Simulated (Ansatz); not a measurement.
**Si (omega type): how the settings move a single-point run**

How sensitive is a single-point run of Si (omega type) to its settings? A reference run comes first, then one run with altered input.

Method: reference: DFT, PBE, all-electron PAW with datasets made for the crystal, scalar-relativistic, in Ansatz 0.2.0.

## Step 1: The system as given

The structure is hexagonal, space group P6/mmm (No. 191). Conventional cell: a = 3.235 Å, b = 3.235 Å, c = 1.959 Å, α = 90.00°, β = 90.00°, γ = 120.00°. Si (site symmetry 6/mmm) has 14 Si at 1.96 to 2.11 Å as nearest neighbours. Si (site symmetry -6m2) has 11 Si at 1.87 to 2.11 Å as nearest neighbours.

As a file:

```cif
data_structure
_symmetry_space_group_name_H-M 'P6/mmm'
_symmetry_Int_Tables_number 191
_cell_length_a 3.2346
_cell_length_b 3.2346
_cell_length_c 1.9592
_cell_angle_alpha 90.000
_cell_angle_beta 90.000
_cell_angle_gamma 120.000
_cell_volume 17.75
loop_
_atom_site_label
_atom_site_type_symbol
_atom_site_symmetry_multiplicity
_atom_site_Wyckoff_symbol
_atom_site_fract_x
_atom_site_fract_y
_atom_site_fract_z
_atom_site_occupancy
Si1 Si 1 a 0.00000 0.00000 0.00000 1
Si2 Si 2 d 0.33333 0.66667 0.50000 1
```

## Step 2: Baseline

Contents of input.yaml:

```yaml
crystal:
  lattice:
    - [3.2345807816, 0.0, 0.0]
    - [-1.6172903908, 2.8012291274, 0.0]
    - [0.0, 0.0, 1.9591685106]
  atoms:
    - { symbol: Si, position: [0.0, 0.0, 0.0] }
    - { symbol: Si, position: [0.3333333333, 0.6666666667, 0.5] }
    - { symbol: Si, position: [0.6666666667, 0.3333333333, 0.5] }
kpoints:
  mp_grid: { grid: [9, 9, 12] }
scf:
  occupations: { method: fermi_dirac, width: 0.1 }
hamiltonian:
  xc: pbe
  pseudopotentials: { kind: all_electron, datasets: crystal }
output:
  forces: true
  stress: true
  eigenvalues: true
```

The run is started by

```
$ ansatz run input.yaml --threads 1 --pin off --max-ram 3072MiB --backend cpu --events-out ev --progress --plain --runs-dir out
```

The main lines of its log:

```text
[...]
Basis set: ecut = 440 eV, 379 PW (Γ), exchange–correlation on 50×50×30 points (8 copies of the dense FFT grid, shifted against one another)
[...]
k-points: 84 of 972
[...]
SCF iter   1: F=—  HF=-23654.101660 eV  |F-HF|=—  |Δ(HF+E_count)|=         —  Δρ=6.80e-2  dr2=4.62e-1  ethr=3.72e-3  ⟨swp⟩=3.5  Hψ=8974  notcnv=0
preconditioner: auto → none  [metal: Δε(μ)=0.073 eV  Ē_g=21.456 eV  σ=0.100 eV  W_gap=0.18  n_scr=6 (ndim 8)  ℏωp=30.5 eV  f_vac=0.000  D(μ)=0.51/eV (n_scr^D=6)  sad-step TF]
SCF iter   2: F=—  HF=-23654.084685 eV  |F-HF|=—  |Δ(HF+E_count)|=   1.70e-2  Δρ=4.40e-2  dr2=1.95e-1  ethr=3.72e-3  ⟨swp⟩=2.1  Hψ=2518  notcnv=0  defer=4
[...]
SCF iter   6: F=—  HF=-23653.944954 eV  |F-HF|=—  |Δ(HF+E_count)|=   1.18e-5  Δρ=5.08e-5  dr2=6.17e-7  ethr=2.52e-7  ⟨swp⟩=2.8  Hψ=2018  notcnv=0
SCF iter   7: F=-23653.944953 eV  HF=-23653.944953 eV  |F-HF|=1.18e-8  |Δ(HF+E_count)|=   2.89e-7  Δρ=7.56e-6  dr2=1.45e-8  ethr=5.14e-9  ⟨swp⟩=2.5  Hψ=1881  notcnv=0
[...]
SCF converged after 7 iterations
Free energy (F): -23653.944956 eV
[...]
E sigma→0 (E₀):  -23653.935803 eV
[...]
Fermi energy:    32.216557 eV
[...]
  P = ⅓ Tr σ = 562.0308 GPa (5620.308 kbar)
[...]
```

It took 6.5 s on 1 thread of Intel Xeon Platinum 8488C (Sapphire Rapids), shared host; peak memory 0.45 GiB.

## Step 3: Changed: occupations.method tetrahedron_uncorrected, xc rpbe, width left out

Changes to input.yaml since step 2:

```diff
@@ -12,5 +12,5 @@
 scf:
-  occupations: { method: fermi_dirac, width: 0.1 }
+  occupations: { method: tetrahedron_uncorrected }
 hamiltonian:
-  xc: pbe
+  xc: rpbe
   pseudopotentials: { kind: all_electron, datasets: crystal }
```

The run is started by

```
$ ansatz run input.yaml --threads 1 --pin off --max-ram 3072MiB --backend cpu --events-out ev --progress --plain --runs-dir out
```

The log of the run, shortened:

```text
[...]
Pseudopotentials: kind: all_electron
Pseudopotential: Si, paw, valence charge 12, recommended cutoff 440 eV (normal), Koelling and Harmon's equation, gaussian nucleus
Functional definition: RPBE
[...]
davidson cushion auto → on  (no smearing: the cushion is to keep the highest requested band from converging to the state above it; pin scf.eigensolver.cushion to override)
Crystal: 3 atoms, lattice volume = 17.752 Å³
Basis set: ecut = 440 eV, 379 PW (Γ), exchange–correlation on 50×50×30 points (8 copies of the dense FFT grid, shifted against one another)
Bands: 10, of which v1, the nominal top of the filled ones, is band 6 counted from 1 (5 counted from 0)
Symmetry: 24 space group operations
Space group: P6/mmm (ITA 191), of the structure as read, at distance tolerance 2.6e-5 Å
k-points: 84 of 972
[...]
SCF iter   1: F=—  HF=-23662.086913 eV  |F-HF|=—  |Δ(HF+E_count)|=         —  Δρ=7.05e-2  dr2=4.89e-1  ethr=3.96e-3  ⟨swp⟩=3.2  Hψ=6448  notcnv=0
[...]
SCF iter   7: F=-23662.134549 eV  HF=-23662.134549 eV  |F-HF|=8.29e-10  |Δ(HF+E_count)|=   6.00e-7  Δρ=4.99e-6  dr2=2.18e-9  ethr=1.09e-8  ⟨swp⟩=2.9  Hψ=2151  notcnv=0  defer=2
2 of the run's printed levels, from 46.30 eV on, may lie off, as they stand: their residual norms reach 0.0022 eV (residual_norms_ev in the JSON report holds each one's)
[...]
SCF converged after 7 iterations
Free energy (F): -23662.134552 eV
[...]
E sigma→0 (E₀):  -23662.134552 eV
[...]
By the cutoff:   a pressure is off by up to 0.013 GPa (1.2 times the spheres' own share and the shells' term, over an atom's volume, and 0.004 GPa: a bound that held against runs at twice the plane waves)
Past the cutoffs: a stress includes 0.0082 GPa for waves and charges beyond them, in addition to the slope of what the spheres take
In the spheres:  the bands' charges fall short by 4.4e-7 e at most (sound up to 1e-3), those of shells solved beside the bands by 8.6e-8 e (sound up to 5e-4)
Fermi energy:    32.346846 eV
[...]
  The terms above E_closure are by the made datasets' own strengths, without shells solved beside the bands.
--- Forces (eV/Å), atoms counted from 1 ---
  atom   1  Si     0.00000000     0.00000000     0.00000000
  atom   2  Si     0.00000000     0.00000000     0.00000000
  atom   3  Si    -0.00000000    -0.00000000     0.00000000
[...]
--- Stress (GPa, compression-positive) ---
      577.094071       0.000000       0.000000
        0.000000     577.094071       0.000000
        0.000000       0.000000     560.887228
  P = ⅓ Tr σ = 571.6918 GPa (5716.918 kbar)
  It holds what live shells' own plane waves past their cutoff add
--- Band table (eV; the first three rows and the last of 84) ---
  k-point 0: bands = ["7.3149", "22.7507", "22.7507", "22.7846", "22.7846", "27.7866", "28.9271", "42.8974", "43.2646", "51.3468"]
[...]
  guard bands above this table: 0 of the run's 10 bands, where the rule asks 2: the bands that hold charge and the lowest empty level above them stay in the table. A level can be missing at the table's top as with no guard band: raise scf.n_extra_bands
```

It took 7.8 s on 1 thread of Intel Xeon Platinum 8488C (Sapphire Rapids), shared host; peak memory 0.42 GiB.

A change of functional puts the total energy on another scale; the pressure goes from 562.0 to 571.7 GPa. The smearing changed too.

## Step 4: All runs together

| run | ending | energy change | pressure (GPa) | gap (eV) | force (eV/Å) | cycles | time |
| --- | --- | --- | --- | --- | --- | --- | --- |
| reference | converged | - | 562.0 | 0.00 | 0.00 | 7 | 6.5 s |
| 1: occupations.method tetrahedron_uncorrected, xc rpbe, width left out | converged | not comparable | 571.7 | 0.00 | 0.00 | 7 | 7.8 s |

Residual by cycle in the longest SCF loop of each run; runs are numbered as in the table. The quantity is the density residual dr2, in eV.

| cycle | reference | run 1 |
| --- | --- | --- |
| 1 | 0.462 | 0.489 |
| 2 | 0.195 | 0.205 |
| 3 | 0.00332 | 0.00338 |
| 4 | 3.3e-4 | 3.2e-4 |
| 5 | 3.0e-5 | 2.6e-5 |
| 6 | 6.2e-7 | 1.3e-6 |
| 7 | 1.5e-8 | 2.2e-9 |

Total energies don't compare across a change of functional; the pressure goes from 562.0 to 571.7 GPa. The smearing changed too. The structure is not at rest: the sound run finds 562 GPa, so these are no properties of the relaxed crystal. 
